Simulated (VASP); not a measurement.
# Cd (P6_3/mmc) in VASP: a series of runs

One crystal, Cd, is run at these levels: PBE, PBEsol; tasks: relaxation of cell and atoms.

Everything below comes from runs of VASP 6.6.1. Logs are shortened: lines on timing, memory, paths and dates and some standing lists are left out, and cuts for length are marked.

### 1 Starting point

The structure is hexagonal, space group P6_3/mmc (No. 194). The conventional cell has a = 3.043 Å, b = 3.043 Å, c = 5.715 Å, α = 90.00°, β = 90.00°, γ = 120.00°. Around Cd (site symmetry -6m2) lie 12 Cd at 3.04 to 3.35 Å.

### 2 Relaxation of cell and atoms, PBE

Contents of INCAR:

```
PREC = Accurate
ENCUT = 600
EDIFF = 1E-7
ISMEAR = 1
SIGMA = 0.1
LREAL = False
LASPH = True
NELM = 80
ALGO = Normal
ISIF = 3
LWAVE = False
LCHARG = False
GGA = PE
IBRION = 2
NSW = 90
EDIFFG = -0.005
```

Contents of KPOINTS:

```
regular mesh
0
Gamma
  18 18 8
```

Contents of POSCAR:

```
Cd                                      
1.0
    3.0427786286     -0.0000000000      0.0000000000
   -1.5213893143      2.6351235905      0.0000000000
   -0.0000000000      0.0000000000      5.7152937373
  Cd            
     2
Direct
     0.3333333332999970    0.6666666667000030    0.2500000000000000
     0.6666666667000030    0.3333333332999970    0.7500000000000000
```

Potentials or basis: VASP PAW PBE potentials, release 64 (Cd).

Command:

```
> cat potpaw_PBE.64/Cd/POTCAR > POTCAR
> mpirun -np 1 vasp_std > vasp.out
```

OUTCAR:

```text
PREC = Accurate
   ENCUT = 600
   EDIFF = 1E-7
   ISMEAR = 1
   LREAL = False
   LASPH = True
   NELM = 80
   ISIF = 3
   GGA = PE
   IBRION = 2
   NSW = 90
   EDIFFG = -0.005

 ion  position               nearest neighbor table
   1  0.333  0.667  0.250-   2 3.35   2 3.35   2 3.35   2 3.35   2 3.35   2 3.35
   2  0.667  0.333  0.750-   1 3.35   1 3.35   1 3.35   1 3.35   1 3.35   1 3.35

  LATTYP: Found a hexagonal cell.
 ALAT       =     3.0427786286
 C/A-ratio  =     1.8783140132

  Lattice vectors:

 A1 = (   3.0427786286,   0.0000000000,   0.0000000000)
 A2 = (  -1.5213893143,   2.6351235905,   0.0000000000)
 A3 = (   0.0000000000,   0.0000000000,   5.7152937373)

Analysis of symmetry for initial positions (statically):
=====================================================================
 Subroutine PRICEL returns:
 Original cell was already a primitive cell.

 Routine SETGRP: Setting up the symmetry group for a
 hexagonal supercell.

 Subroutine GETGRP returns: Found 24 space group operations
 (whereof 12 operations were pure point group operations)
 out of a pool of 24 trial point group operations.

The static configuration has the point symmetry D_3d.
 The point group associated with its full space group is D_6h.

Analysis of symmetry for dynamics (positions and initial velocities):
=====================================================================
 Subroutine PRICEL returns:
 Original cell was already a primitive cell.

 Routine SETGRP: Setting up the symmetry group for a
 hexagonal supercell.

 Subroutine GETGRP returns: Found 24 space group operations
 (whereof 12 operations were pure point group operations)
 out of a pool of 24 trial point group operations.

The dynamic configuration has the point symmetry D_3d.
 The point group associated with its full space group is D_6h.

 Subroutine INISYM returns: Found 24 space group operations
 (whereof 12 operations are pure point group operations),
 and found     1 'primitive' translations

----------------------------------------------------------------------------------------

                                     Primitive cell

  volume of cell :      45.8258

  direct lattice vectors                    reciprocal lattice vectors
     3.042778629  0.000000000  0.000000000     0.328646978  0.189744421  0.000000000
    -1.521389314  2.635123591  0.000000000     0.000000000  0.379488842  0.000000000
[... 86 lines left out ...]
   LREAL  =      F    real-space projection
   EDIFFG = -.5E-02   stopping-criterion for IOM
   NSW    =     90    number of steps for IOM
   IBRION =      2    ionic relax: 0-MD 1-quasi-New 2-CG
   NFREE  =      1    steps in history (QN), initial steepest desc. (CG)
   ISIF   =      3    stress and relaxation
   ISYM   =      2    0-nonsym 1-usesym 2-fastsym
   POTIM  = 0.5000    time-step for ionic-motion
   TEBEG  =    0.0;   TEEND  =   0.0 temperature during run
   PSTRESS=    0.0 pullay stress
   NELECT =      24.0000    total number of electrons
   NUPDOWN=      -1.0000    fix difference up-down
   EMIN   =  10.00;   EMAX   =-10.00  energy-range for DOS
   EFERMI =   0.00;   METHOD = LEGACY
   ISMEAR =     1;   SIGMA  =   0.10  broadening in eV -4-tet -1-fermi 0-gaus
   EFERMI_NEDOS =   21; number of points for ismear=-14 and -15
   IALGO  =     38    algorithm
   IMIX   =      4    mixing-type and parameters
     AMIX     =   0.40;   BMIX     =  1.00
     AMIX_MAG =   1.60;   BMIX_MAG =  1.00
  volume/ion in A,a.u.               =      22.91       154.62
  Fermi-wavevector in a.u.,A,eV,Ry     =   1.319599  2.493680 23.692386  1.741341
  Thomas-Fermi vector in A             =   2.449485
   LORBIT       =      0    0 simple, 1 ext, 2 COOP (PROOUT), +10 PAW based schemes
   GGA     = PE    functional components
   LHFCALC =     F    Hartree Fock is set to
   AEXX    =    0.0000 exact exchange contribution
   IVDW    =     0    specifies the selected vdW correction
   LEPSILON=     F    determine dielectric tensor
   LRPA    =     F    only Hartree local field effects (RPA)
 conjugate gradient relaxation of ions
 non-spin polarized calculation
 Methfessel and Paxton  Order N= 1 SIGMA  =   0.10
  energy-cutoff  :      600.00
  volume of cell :       45.83
 maximum number of plane-waves:      1560
   NGX = 13   NGY = 13   NGZ = 23

 number of electron      24.0000000 magnetization

 Free energy of the ion-electron system (eV)
  ---------------------------------------------------
  ext. energy  EPLUGINS =         0.00000000
  ---------------------------------------------------
  free energy    TOTEN  =        -1.49303043 eV

  energy without entropy =       -1.49298564  energy(sigma->0) =       -1.49301550

 E-fermi :   2.6475     XC(G=0): -10.7205

 val. band max:        2.6414041980   @ k =   0.4444   0.1111   0.5000
 cond. band min:       2.6567680515   @ k =   0.3889   0.0556   0.0000
 fundamental gap:      0.0153638536
 Fermi energy:         2.6475343025

 k-point     1 :       0.0000    0.0000    0.0000
  band No.  band energies     occupation
      1      -7.0816      2.00000
      2      -6.8493      2.00000
      3      -6.5501      2.00000
      4      -6.5501      2.00000
      5      -6.5049      2.00000
      6      -6.5049      2.00000
[... 433 lines left out ...]
      3      -6.8625      2.00000
      4      -6.4725      2.00000
      5      -6.3641      2.00000
      6      -6.2614      2.00000
[... 8 lines left out ...]
     15       6.6589      0.00000
     16       8.4591      0.00000

 [... further k-points ...]

------------------------ aborting loop because EDIFF is reached ----------------------------------------

  FORCE on cell =-STRESS in cart. coord.  units (eV):
  Direction    XX          YY          ZZ          XY          YZ          ZX
  --------------------------------------------------------------------------------------
  -------------------------------------------------------------------------------------
  Total        0.0007824      0.0007824      0.0028449      0.0000000      0.0000000      0.0000000
  in kB        0.0273541      0.0273541      0.0994652      0.0000000      0.0000000      0.0000000
  external PRESSURE =       0.0513911 kB  Pullay stress =       0.0000000 kB

 VOLUME and BASIS-vectors are now :
 -----------------------------------------------------------------------------
  energy-cutoff  :      600.00
  volume of cell :       45.83
      direct lattice vectors                 reciprocal lattice vectors
     3.042778629  0.000000000  0.000000000     0.328646978  0.189744421  0.000000000
    -1.521389314  2.635123591  0.000000000     0.000000000  0.379488842  0.000000000
     0.000000000  0.000000000  5.715293737     0.000000000  0.000000000  0.174969135

 POSITION                                       TOTAL-FORCE (eV/Angst)
 -----------------------------------------------------------------------------------
     -0.00000      1.75675      1.42882         0.000000      0.000000      0.000000
      1.52139      0.87837      4.28647        -0.000000     -0.000000     -0.000000
 -----------------------------------------------------------------------------------
    total drift:                               -0.000000      0.000000      0.000000

  FREE ENERGIE OF THE ION-ELECTRON SYSTEM (eV)
  ---------------------------------------------------
  free  energy   TOTEN  =        -1.4930304345 eV

  energy  without entropy=       -1.4929856399  energy(sigma->0) =       -1.49301550

 reached required accuracy - stopping structural energy minimisation
```

OSZICAR:

```text
N       E                     dE             d eps       ncg     rms          rms(c)
DAV:   1     0.178713912935E+03    0.17871E+03   -0.14440E+04  5928   0.167E+03
DAV:   2     0.221920648614E+01   -0.17649E+03   -0.17220E+03  6016   0.387E+02
DAV:   3    -0.157470934644E+01   -0.37939E+01   -0.37876E+01  7360   0.671E+01
DAV:   4    -0.157944202659E+01   -0.47327E-02   -0.47326E-02  6776   0.209E+00
DAV:   5    -0.157945535174E+01   -0.13325E-04   -0.13325E-04  7448   0.102E-01    0.385E+00
DAV:   6    -0.149502742645E+01    0.84428E-01   -0.26170E-01  6272   0.648E+00    0.317E+00
DAV:   7    -0.149224313243E+01    0.27843E-02   -0.25953E-02  6560   0.163E+00    0.159E+00
DAV:   8    -0.149294071374E+01   -0.69758E-03   -0.32074E-03  6456   0.797E-01    0.866E-02
DAV:   9    -0.149299525694E+01   -0.54543E-04   -0.31339E-05  7648   0.637E-02    0.307E-02
DAV:  10    -0.149303069832E+01   -0.35441E-04   -0.33077E-05  6480   0.680E-02    0.274E-03
DAV:  11    -0.149303058598E+01    0.11234E-06   -0.20198E-08  5952   0.141E-03    0.145E-03
DAV:  12    -0.149303042800E+01    0.15798E-06   -0.22529E-08  3824   0.140E-03    0.122E-04
DAV:  13    -0.149303043452E+01   -0.65193E-08   -0.67713E-10  3336   0.319E-04
   1 F= -.14930304E+01 E0= -.14930155E+01  d E =-.149303E+01
```

Wall time 52 s (1 thread of Intel Xeon 6975P-C (Granite Rapids), shared host); peak memory 0.27 GiB.

Results:

```yaml
Free_energy: -1.4930 eV
Pressure_after_relaxing: 0.0 GPa
Band_gap_on_the_k_mesh: none (metal or under the smearing width)
```

Final structure:
```yaml
crystal:
  lattice:
    - [3.04278, 0.00000, 0.00000]
    - [-1.52139, 2.63512, 0.00000]
    - [0.00000, 0.00000, 5.71529]
  atoms:
    - { symbol: Cd, position: [0.33333, 0.66667, 0.25000] }
    - { symbol: Cd, position: [0.66667, 0.33333, 0.75000] }
```

Levels at points of the mesh, in eV from the Fermi level:
| k point | band 8 | band 9 | band 10 | band 11 | band 12 | band 13 | band 14 | band 15 | band 16 |
| --- | --- | --- | --- | --- | --- | --- | --- | --- | --- |
| (0.00, 0.00, 0.00) | -8.75 | -8.55 | -8.52 | -8.52 | -3.11 | -2.85 | 10.22 | 14.08 | 14.08 |
| (0.50, 0.00, 0.00) | -8.55 | -8.29 | -8.27 | -2.28 | -1.93 | 1.81 | 2.79 | 2.90 | 5.01 |
| (0.00, 0.00, 0.50) | -8.62 | -8.62 | -8.62 | -7.13 | -7.13 | 3.53 | 3.53 | 14.39 | 14.39 |
| (0.50, 0.00, 0.50) | -8.52 | -8.28 | -8.28 | -1.47 | -1.47 | -0.16 | -0.16 | 7.76 | 7.76 |

Caveat: the relaxation stopped at its first step, so nothing moved.

### 3 Relaxation of cell and atoms, PBEsol

This run uses another cell than the first one, of 21.59 Å³/atom, 0.942 times its volume.

Contents of INCAR:

```
PREC     = Accurate       # precision mode
ENCUT    = 600            # plane-wave cutoff, eV
EDIFF    = 1E-6           # SCF threshold, eV
ISMEAR   = 1              # smearing method
SIGMA    = 0.1            # smearing width, eV
LREAL    = False          # projectors in reciprocal space
LASPH    = True           # aspherical terms in the spheres
NELM     = 80             # most SCF steps
ALGO     = Normal         # electronic algorithm
ISIF     = 3              # what is computed and relaxed
LWAVE    = False          # write WAVECAR
LCHARG   = False          # write CHGCAR
GGA      = PS             # functional
IBRION   = 2              # ionic algorithm
NSW      = 90             # ionic steps
EDIFFG   = -0.01          # ionic threshold
```

Contents of KPOINTS:

```
Automatic mesh
0
Gamma
  18 18 8
```

Contents of POSCAR:

```
Cd
1.0
    2.9788700000      0.0000000000      0.0000000000
   -1.4894350000      2.5797770946      0.0000000000
    0.0000000000      0.0000000000      5.6176500000
Cd
2
Direct
    0.3333333333      0.6666666667      0.2500000000
    0.6666666667      0.3333333333      0.7500000000
```

Potentials or basis: VASP PAW PBE potentials, release 64 (Cd).

Command:

```
> cat potpaw_PBE.64/Cd/POTCAR > POTCAR
> mpirun -np 1 vasp_std > vasp.out
```

Run time: 1.9 min. Hardware: 1 thread of Intel Xeon 6975P-C (Granite Rapids), shared host; peak memory 0.27 GiB.

Results (log left out):

| Property | Result |
| --- | --- |
| Free energy | -2.4007 eV |
| Relaxed volume | 21.12 Å³/atom |
| Relaxed cell | a = 2.954 Å, b = 2.954 Å, c = 5.587 Å, α = 90.00°, β = 90.00°, γ = 120.00° |
| Space group after relaxing (to 0.05 Å) | P6_3/mmc (No. 194) |
| Energy gained by relaxing | 2.2 meV/atom |
| Ionic steps | 4 |
| Pressure after relaxing | 0.0 GPa |
| Band gap on the k mesh | none (metal or under the smearing width) |

Stress tensor (GPa, compression positive):
```
-0.07  0.00  0.00
 0.00 -0.07  0.00
 0.00  0.00  0.02
```

The path:
```tsv
step	energy change (eV)	largest force (eV/Å)	pressure (GPa)	volume (Å³)
1	0.0000	0.0000	-1.36	43.17
2	-0.0043	0.0000	0.25	42.04
3	-0.0044	0.0000	0.07	42.19
4	-0.0044	0.0000	-0.04	42.23
```

Final structure:
```cif
data_structure
_symmetry_space_group_name_H-M 'P 1'
_symmetry_Int_Tables_number 1
_cell_length_a 2.9544
_cell_length_b 2.9544
_cell_length_c 5.5869
_cell_angle_alpha 90.000
_cell_angle_beta 90.000
_cell_angle_gamma 120.000
_cell_volume 42.23
loop_
_atom_site_label
_atom_site_type_symbol
_atom_site_fract_x
_atom_site_fract_y
_atom_site_fract_z
_atom_site_occupancy
Cd1 Cd 0.33333 0.66667 0.25000 1
Cd2 Cd 0.66667 0.33333 0.75000 1
```

Levels at points of the mesh, in eV from the Fermi level:
```csv
k point,band 10,band 11,band 12,band 13,band 14,band 15
"(0.00, 0.00, 0.00)",-8.53,-8.53,-3.28,-3.15,10.50,14.47
"(0.50, 0.00, 0.00)",-8.23,-2.52,-1.95,1.89,2.93,3.17
"(0.00, 0.00, 0.50)",-8.65,-7.62,-7.62,3.61,3.61,14.80
"(0.50, 0.00, 0.50)",-8.24,-1.72,-1.72,0.03,0.03,8.05
```

Caveat: the PAW data sets were made with another functional, which shifts forces and pressure a little.
